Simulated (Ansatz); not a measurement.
Crystal: Ge.

```xyz
1
Lattice="1.3971 -2.6005 0.0000 1.3971 2.6005 0.0000 0.0000 0.0000 2.6982" Properties=species:S:1:pos:R:3 pbc="T T T"
Ge    1.3971    0.0000    0.0000
```

This isn't the form of Ge at room conditions, which is diamond.

Base run:

| Item | Value |
| --- | --- |
| Program | Ansatz 0.2.0 |
| Functional | PBE |
| Potentials or basis | all-electron LAPW, scalar-relativistic |
| Cutoff | 247 eV (chosen from the basis error) |
| Basis error allowed | 0.001 eV/atom |
| k mesh | 11 × 11 × 10 |
| Occupations | gaussian, width 0.05 eV |
| Spin | no spin polarisation |

Its results: band gap on the k mesh none (metal or under the smearing width); pressure -0.6 GPa.

Task: The run is repeated on the same cell with these changes: functional from PBE to PBEsol. What comes out?

Result: Band gap on the k mesh none (metal or under the smearing width); pressure -4.1 GPa.

PBEsol binds more tightly than PBE, so the same cell stands under less pressure.
